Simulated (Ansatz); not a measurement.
Compressing Ni2Si: a fit and a missing row

Ni2Si, P6_3/mmc, a = 3.870 Å, c = 4.927 Å. The structure is a COD entry; whether it is the stable form wasn't checked. Ansatz: r2SCAN, PAW, 500 eV, Γ-centred 12×12×8 mesh on 6 atoms, Gaussian smearing 0.10 eV; no spin polarisation. Shape and atoms are relaxed at each volume; pressure is positive in compression.

| V (Å³/atom) | P (GPa) |
| --- | --- |
| 9.370 | ? |
| 9.690 | 26.52 |
| 10.009 | 16.13 |
| 10.328 | 7.38 |
| 10.648 | 0.01 |
| 10.967 | -6.17 |
| 11.287 | -11.36 |
| 11.713 | -16.96 |

Task: Take V0 = 10.648 Å³/atom, count pressures from its P0 = 0.01 GPa, fit the third-order Birch–Murnaghan form to the other rows, and predict the missing pressure.

Result: With the Eulerian strain f = ½[(V0/V)^(2/3) − 1] and y = (P − P0)/[3f(1 + 2f)^(5/2)], the form is the line y = B0 + 1.5 B0 (B0′ − 4) f. Rows (f, y): 0.03243, 232.9; 0.02106, 230.1; 0.01028, 227.1; -0.00974, 222.2; -0.01905, 219.2; -0.03079, 215.4. Means f = 0.0006983, y = 224.48; Σ(Δf)² = 0.003004, ΣΔfΔy = 0.8207; the slope is their ratio. y = 224.3 + 273.2 f GPa, so B0 = 224.3 GPa and B0′ = 4 + 2 × (273.2)/(3 × 224.3) = 4.81. At V = 9.370, f = 0.04449, y = 236.45 and P = 39.07 GPa. The run gave 38.86 GPa, so the fit is 0.21 GPa too high, a small miss on the scale of the series.